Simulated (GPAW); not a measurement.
# KCl (Sylvite) (Fm-3m) in GPAW: further runs

Aim: see how the results for KCl (Sylvite) move with the level of theory and the settings. Levels: PBE, LDA. Tasks: G0W0 quasiparticle levels, dielectric tensor.

Everything below comes from runs of GPAW 26.7.0. Logs are shortened: lines on timing, memory, paths and dates and some standing lists are left out, and cuts for length are marked. The log counts tension as positive stress, the text compression.

**The experiment to reproduce.**

A printed reference work, monograph reports, for a bulk crystal of KCl: band gap 8.68 eV.

From a printed reference work, textbook, for a bulk crystal of KCl at 80 K: high-frequency dielectric constant 2.19.

The results are compared with them further down.

### Step 1. The crystal as given

It takes space group Fm-3m (No. 225, cubic). Conventional cell: a = 6.293 Å, b = 6.293 Å, c = 6.293 Å, α = 90.00°, β = 90.00°, γ = 90.00°. K (site symmetry m-3m) is surrounded by 6 Cl at 3.15 Å. Cl (site symmetry m-3m) has 6 K at 3.15 Å as nearest neighbours.

### Step 2. G0W0 quasiparticle levels, PBE

Contents of run.py:

```python
import json
import numpy as np
from ase import Atoms
from ase.dft.bandgap import bandgap
from ase.io import write
from gpaw import GPAW, PW
from gpaw.response.g0w0 import G0W0

atoms = Atoms(['K', 'Cl'],
              cell=[[0.0, 3.14647, 3.14647],
                    [3.14647, 0.0, 3.14647],
                    [3.14647, 3.14647, 0.0]],
              scaled_positions=[[0.0, 0.0, 0.0],
                                [0.5, 0.5, 0.5]],
              pbc=True)

calc = GPAW(mode=PW(450),
            xc='PBE',
            kpts={'size': (4, 4, 4), 'gamma': True},
            occupations={'name': 'fermi-dirac', 'width': 0.001},
            nbands=16,
            convergence={'density': 1e-06},
            maxiter=150,
            txt='gpaw.txt')
atoms.calc = calc
energy = atoms.get_potential_energy()
calc.write('gs.gpw')
write('result.traj', atoms)
print(f'Energy: {energy:.6f} eV')
print('Fermi level:', round(calc.get_fermi_level(), 4), 'eV')
print(f'Gap: {bandgap(calc)[0]:.4f} eV, direct: {bandgap(calc, direct=True)[0]:.4f} eV')

calc.diagonalize_full_hamiltonian(nbands=263)
calc.write('full.gpw', mode='all')

ibz = calc.get_ibz_k_points()
gap, vbm, cbm = bandgap(calc, output=None)
gap, direct, _ = bandgap(calc, direct=True, output=None)
gamma = int(np.abs(ibz).sum(1).argmin())
kpts = sorted({gamma, vbm[1], cbm[1], direct[1]})
gw = G0W0(calc='full.gpw',
          filename='gw',
          ecut=150,
          ecut_extrapolation=True,
          relbands=(-2, 2),
          kpts=kpts,
          integrate_gamma='WS',
          ppa=True)
gw.calculate()
results = {mode: {key: np.asarray(r[key]).tolist() for key in ['f', 'eps', 'vxc', 'exx', 'sigma', 'Z', 'qp', 'sigma_eskn']}
           for mode, r in gw.all_results.items()}
json.dump({'kpts': ibz[kpts].tolist(), 'results': results}, open('gw.json', 'w'))
for mode, r in results.items():
    f, qp = np.array(r['f']), np.array(r['qp'])
    print(mode, 'quasiparticle energies (eV):')
    print(qp.round(3))
    print(mode, 'gap:', round(qp[f < 0.5].min() - qp[f > 0.5].max(), 4), 'eV')
```

Potentials or basis: GPAW PAW data sets (gpaw-data 1.2.1), pw.

Run with:

```sh
OMP_NUM_THREADS=1 python run.py
```

gpaw.txt:

```text
__  _  _
 | _ |_)|_||  |
 |__||  | ||/\| - 26.7.0

Input parameters:
  mode=PW(ecut=450.00000000000006),
  convergence={'density': 1e-06},
  kpts=MonkhorstPack(size=(4, 4, 4), gamma=True),
  maxiter=150,
  nbands=16,
  occupations=Occupations(name='fermi-dirac', width=0.001),
  xc=XC(name='PBE')

Diagonalizing LCAO Hamiltonian
Converting LCAO to pw mode

                 Cl

       K

Atoms  # Å, Bohr magnetons
|   | symbol |        x |        y |        z |    initial magnetic moments |
|---|--------|----------|----------|----------|-----------------------------|
| 0 |      K | 0.000000 | 0.000000 | 0.000000 | ( 0.0000,  0.0000,  0.0000) |
| 1 |     Cl | 3.146470 | 3.146470 | 3.146470 | ( 0.0000,  0.0000,  0.0000) |

Unit cell  # Å
| periodic |        x |        y |        z |  lengths |    angles |
|----------|----------|----------|----------|----------|-----------|
|      yes | 0.000000 | 3.146470 | 3.146470 | 4.449781 | 60.000000 |
|      yes | 3.146470 | 0.000000 | 3.146470 | 4.449781 | 60.000000 |
|      yes | 3.146470 | 3.146470 | 0.000000 | 4.449781 | 60.000000 |

Number of symmetries: 48
Symmetry operations  # r_c * U_cc + t_c -> r_c
|    | kind |            matrix            |
|----|------|------------------------------|
|  0 |  σ   |  1, 0, 0,  1, 0,-1,  1,-1, 0 |
|  1 |  C2  |  1, 0, 0,  1,-1, 0,  1, 0,-1 |
|  2 |  E   |  1, 0, 0,  0, 1, 0,  0, 0, 1 |
|  3 |  σ   |  1, 0, 0,  0, 0, 1,  0, 1, 0 |
|  4 |  C4  |  1, 0,-1,  1, 0, 0,  1,-1, 0 |
|  5 |  S6  |  1, 0,-1,  1,-1, 0,  1, 0, 0 |
|  6 |  σ   |  1, 0,-1,  0, 1,-1,  0, 0,-1 |
|  7 |  C3  |  1, 0,-1,  0, 0,-1,  0, 1,-1 |
|  8 |  S6  |  1,-1, 0,  1, 0, 0,  1, 0,-1 |
|  9 |  C4  |  1,-1, 0,  1, 0,-1,  1, 0, 0 |
| 10 |  C3  |  1,-1, 0,  0,-1, 1,  0,-1, 0 |
| 11 |  σ   |  1,-1, 0,  0,-1, 0,  0,-1, 1 |
| 12 |  σ   |  0, 1, 0,  1, 0, 0,  0, 0, 1 |
| 13 |  C4  |  0, 1, 0,  0, 1,-1, -1, 1, 0 |
| 14 |  C3  |  0, 1, 0,  0, 0, 1,  1, 0, 0 |
| 15 |  S6  |  0, 1, 0, -1, 1, 0,  0, 1,-1 |
| 16 |  C2  |  0, 1,-1,  1, 0,-1,  0, 0,-1 |
| 17 |  σ   |  0, 1,-1,  0, 1, 0, -1, 1, 0 |
| 18 |  S4  |  0, 1,-1,  0, 0,-1,  1, 0,-1 |
| 19 |  C4  |  0, 1,-1, -1, 1, 0,  0, 1, 0 |
| 20 |  C3  |  0, 0, 1,  1, 0, 0,  0, 1, 0 |
| 21 |  σ   |  0, 0, 1,  0, 1, 0,  1, 0, 0 |
| 22 |  S6  |  0, 0, 1,  0,-1, 1, -1, 0, 1 |
| 23 |  C4  |  0, 0, 1, -1, 0, 1,  0,-1, 1 |
| 24 |  S4  |  0, 0,-1,  1, 0,-1,  0, 1,-1 |
| 25 |  C3  |  0, 0,-1,  0, 1,-1,  1, 0,-1 |
| 26 |  C2  |  0, 0,-1,  0,-1, 0, -1, 0, 0 |
| 27 |  S6  |  0, 0,-1, -1, 0, 0,  0,-1, 0 |
| 28 |  S4  |  0,-1, 1,  1,-1, 0,  0,-1, 0 |
| 29 |  C4  |  0,-1, 1,  0, 0, 1, -1, 0, 1 |
| 30 |  C2  |  0,-1, 1,  0,-1, 0,  1,-1, 0 |
| 31 |  σ   |  0,-1, 1, -1, 0, 1,  0, 0, 1 |
| 32 |  C3  |  0,-1, 0,  1,-1, 0,  0,-1, 1 |
| 33 |  S6  |  0,-1, 0,  0, 0,-1, -1, 0, 0 |
| 34 |  S4  |  0,-1, 0,  0,-1, 1,  1,-1, 0 |
| 35 |  C2  |  0,-1, 0, -1, 0, 0,  0, 0,-1 |
| 36 |  C2  | -1, 1, 0,  0, 1, 0,  0, 1,-1 |
| 37 |  S6  | -1, 1, 0,  0, 1,-1,  0, 1, 0 |
| 38 |  S4  | -1, 1, 0, -1, 0, 1, -1, 0, 0 |
| 39 |  C3  | -1, 1, 0, -1, 0, 0, -1, 0, 1 |
| 40 |  S6  | -1, 0, 1,  0, 0, 1,  0,-1, 1 |
| 41 |  C2  | -1, 0, 1,  0,-1, 1,  0, 0, 1 |
| 42 |  C3  | -1, 0, 1, -1, 1, 0, -1, 0, 0 |
| 43 |  S4  | -1, 0, 1, -1, 0, 0, -1, 1, 0 |
| 44 |  C2  | -1, 0, 0,  0, 0,-1,  0,-1, 0 |
| 45 |  i   | -1, 0, 0,  0,-1, 0,  0, 0,-1 |
| 46 |  σ   | -1, 0, 0, -1, 1, 0, -1, 0, 1 |
| 47 |  C2  | -1, 0, 0, -1, 0, 1, -1, 1, 0 |

BZ-sampling:
  Number of BZ points: 64
  Number of IBZ points: 8

  Monkhorst-Pack size: [4, 4, 4]
  Monkhorst-Pack shift: [0.125, 0.125, 0.125]

K-points  # in reciprocal-cell coordinates
|   |                                coordinates |     weight |
|---|--------------------------------------------|------------|
| 0 | (  0.00000000,   0.00000000,   0.00000000) | 0.01562500 |
| 1 | (  0.25000000,   0.25000000,   0.00000000) | 0.09375000 |
| 2 | (  0.25000000,   0.25000000,   0.25000000) | 0.12500000 |
| 3 | (  0.50000000,   0.25000000,  -0.25000000) | 0.09375000 |
| 4 | (  0.50000000,   0.25000000,   0.25000000) | 0.18750000 |
| 5 | (  0.50000000,   0.50000000,   0.00000000) | 0.04687500 |
| 6 | (  0.50000000,   0.50000000,   0.25000000) | 0.37500000 |
| 7 | (  0.50000000,   0.50000000,   0.50000000) | 0.06250000 |

Plane wave coefficients: 1363
Cutoff: 450.00000000000006 eV

Spin-components: 1 (collinear spins)
Bands:           16
Projectors:      10
Spin-degeneracy: 2
Datatype:        complex128

Parallelization:
  kpt:    1
  domain: 1
  band:   1

Density:
  Valence electrons: 16.0
  Components: 1
  Grid points: [24 24 24]
  Charge: 0.0  # |e|

Potential:
  Grid points: [24 24 24]

species:
  K:
    name:    Potassium
    Z:       19.0
    valence: 9
    core:    10
    charge:  0.0  # [|e|]
    compensation charges:
      type: gauss
      rc: 0.35  # [Å]
      lmax: 2
    cutoffs:
      filter: 1.91  # [Å]
      core: 1.27  # [Å]
    projectors
    | kind |    occ | energy [eV] | rcut [Å] |
    |------|--------|-------------|----------|
    |   3s |  2.000 |     -35.338 |    1.122 |
    |   4s |  1.000 |      -2.319 |    1.122 |
    |   3p |  6.000 |     -18.813 |    1.106 |
    |    p |        |       8.398 |    1.106 |
    |    d |        |       0.000 |    0.937 |

    Using partial waves for K as LCAO basis

  Cl:
    name:    Chlorine
    Z:       17.0
    valence: 7
    core:    10
    charge:  0.0  # [|e|]
    compensation charges:
      type: gauss
      rc: 0.25  # [Å]
      lmax: 2
    cutoffs:
      filter: 1.40  # [Å]
      core: 1.49  # [Å]
    projectors
    | kind |    occ | energy [eV] | rcut [Å] |
    |------|--------|-------------|----------|
    |   3s |  2.000 |     -20.689 |    0.794 |
    |   3p |  5.000 |      -8.594 |    0.794 |
    |    s |        |       6.523 |    0.794 |
    |    p |        |      18.617 |    0.794 |
    |    d |        |       0.000 |    0.794 |

    Using partial waves for Cl as LCAO basis

Reference energy: -28937.202614  # eV

eigensolver:
  PPCG
  Converge bands: occupied
  niter=2

density mixing:
  MSR1-Mixer
  Pratt-step length: 0.05
  Maximum mixing coefficient: 0.75
  Old densities: 10
  SVD Regularization: 0.005
  Good broyden scale: 1.0
  Trust region scale: 1.0
  Backstep threshold: 4.0
  History deletion threshold: 6.0
  Fourier metric: weight=20.0, sigma=0.015

occupation numbers:
  Fermi-Dirac:
    width: 0.0010  # eV

poisson solver:
  ecut: 3600.0000000000005  # eV

xc functional:
  name: PBE with 2 nearest neighbor stencil

convergence criteria:
- Maximum integral of absolute [dens]ity change: 1e-06 electrons / valence electron
- Maximum [total energy] change in last 3 cyles: 0.0005 eV / valence electron
- Maximum integral of absolute [eigenst]ate change: 4e-08 eV^2 / valence electron
maximum number of iterations: 150

SCF iterations
|iter     | |      energy | eigst |  dens |
|---------|-|-------------|-------|-------|
|iter:   1| |   -7.120477 | -0.39 |       |
|iter:   2| |   -7.081219 | -2.48 | -1.28 |
|iter:   3| |   -6.926819 | -1.89 | -1.32 |
|iter:   4| |   -6.932173 | -3.24 | -1.71 |
|iter:   5| |   -6.934870 | -4.09 | -2.08 |
|iter:   6| |   -6.935021c| -5.40 | -2.87 |
|iter:   7| |   -6.935036c| -6.44 | -3.49 |
|iter:   8| |   -6.935037c| -7.43c| -4.15 |
|iter:   9| |   -6.935037c| -8.06c| -5.10 |
|iter:  10| |   -6.935037c| -8.40c| -5.52 |
|iter:  11| |   -6.935037c| -9.49c| -6.82c|

Converged in 11 steps
Energy contributions relative to reference atoms: (reference = -28937.202614)

Energy contributions:
  Kinetic:           3.971270
  Coulomb:          -3.232537
  Zero:             -0.644675
  External:          0.000000
  Xc:               -7.029096
  Entropy:          -0.000000
  Spinorbit:         0.000000
  ----------------------------
  Free energy:      -6.935037
  Extrapolated:     -6.935037

dipole moment: (-22.928595, -22.928595, -22.928595)  # |e|*Ang

Fermi level: 1.678
Eigenvalues  # (at kpt = [0.000, 0.000, 0.000])
| band index |      eig [eV] | occ [0-2] |
|------------|---------------|-----------|
|          0 |       -27.500 |     2.000 |
|          1 |       -12.441 |     2.000 |
|          2 |       -10.991 |     2.000 |
|          3 |       -10.991 |     2.000 |
|          4 |       -10.991 |     2.000 |
|          5 |        -0.329 |     2.000 |
|          6 |        -0.329 |     2.000 |
|          7 |        -0.329 |     2.000 |
|          8 |         4.865 |     0.000 |
|          9 |         8.030 |     0.000 |
|         10 |         8.030 |     0.000 |
|         11 |         8.030 |     0.000 |
|         12 |         8.879 |     0.000 |
|         13 |         8.879 |     0.000 |
|         14 |        12.646 |     0.000 |
|         15 |        15.626 |     0.000 |

Gap: 5.194 eV
Transition (v -> c):
  (s=0, k=0, n=7, [0.00, 0.00, 0.00]) -> (s=0, k=0, n=8, [0.00, 0.00, 0.00])
No difference between direct/indirect transitions
# Writing to gs.gpw (mode='')

Matrix size: 1363x1363
# Writing to full.gpw (mode='all')
```

It took 6.8 min on 1 thread of Arm Neoverse V1, shared host; peak memory 0.41 GiB.

What came out:

| Quantity | Value |
| --- | --- |
| Free energy | -6.9350 eV |
| Band gap on the k mesh, mean-field level | 5.19 eV, direct |
| Quasiparticle gap | 8.15 eV |
| Least direct quasiparticle gap | 8.15 eV |

Caveat: the k mesh is coarse (spacing up to 0.43 Å⁻¹), so the values aren't converged; the quasiparticle gap is taken among the few k points that were corrected; the long-wavelength limit can be off by a per cent or two.

[end of part 1 of 2]
